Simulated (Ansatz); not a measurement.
## SiO2: ¹⁷O NMR of the central transition

Cell: a Materials Project structure (computed, not necessarily an observed phase), atoms as given.

```cif
data_SiO2
_symmetry_space_group_name_H-M 'Pmma'
_symmetry_Int_Tables_number 51
_cell_length_a 13.8193
_cell_length_b 6.9106
_cell_length_c 6.4190
_cell_angle_alpha 90.000
_cell_angle_beta 90.000
_cell_angle_gamma 90.000
loop_
_atom_site_label
_atom_site_type_symbol
_atom_site_symmetry_multiplicity
_atom_site_Wyckoff_symbol
_atom_site_fract_x
_atom_site_fract_y
_atom_site_fract_z
Si1 Si 4 i 0.1152 0.0000 0.5007
Si5 Si 4 k 0.2500 0.2697 0.2622
Si9 Si 2 e 0.2500 0.0000 0.8815
O11 O 2 c 0.0000 0.0000 0.5000
O13 O 8 l 0.1544 0.1914 0.3816
O21 O 4 i 0.1541 0.0000 0.7379
O25 O 2 f 0.2500 0.5000 0.2613
O27 O 4 k 0.2500 0.1917 0.0252
```

One atom of each set is listed.

The numbers come from a DFT calculation in Ansatz (PBE, plane waves and PAW, scalar-relativistic, 420 eV cutoff, Γ-centred 2×3×3 k-points, Fermi–Dirac smearing 0.02 eV).

¹⁷O has I = 5/2 and Q = -25.58 mb (Pyykkö 2018); at 7.05 T its Larmor frequency is ν₀ = 40.7 MHz. Only the quadrupole interaction is simulated: positions count from each site's isotropic chemical shift, and shift anisotropy, dipolar and J coupling are left out.

Problem. Give C_Q, η, the quadrupolar product P_Q = |C_Q|(1 + η²/3)^½, the second-order isotropic shift and the breadth of the pattern (static powder) for each O site.

Solution. 

```
site                 first shell  C_Q (MHz)     η  P_Q (MHz)  δ_QIS (ppm)  breadth (kHz)
 O11  2 Si at 1.59 Å, angle 180°      -6.43  0.01       6.43         -150           32.1
 O13  2 Si at 1.62 Å, angle 140°      -5.61  0.27       5.68         -117           30.0
 O21  2 Si at 1.61 Å, angle 144°      -5.78  0.21       5.82         -123           30.4
 O25  2 Si at 1.59 Å, angle 180°      -6.41  0.02       6.41         -149           32.1
 O27  2 Si at 1.61 Å, angle 144°      -5.78  0.20       5.81         -122           30.2
```

δ_QIS = −(ν_Q²/30ν₀²)[I(I+1) − 3/4](1 + η²/3) × 10⁶ ppm with ν_Q = 3|C_Q|/[2I(2I−1)]; it falls as 1/B₀² in ppm, and the breadth as 1/B₀ in kHz.

At O13, O21 and O27 V_zz runs parallel to the line that joins its two neighbours (within 1°) in each case. At O11 and O25 V_zz points along the line of its two bonds (within 1°) in each case.

The largest force is 0.4 eV/Å, so the atoms aren't at the calculated equilibrium and relaxing them would move these values.
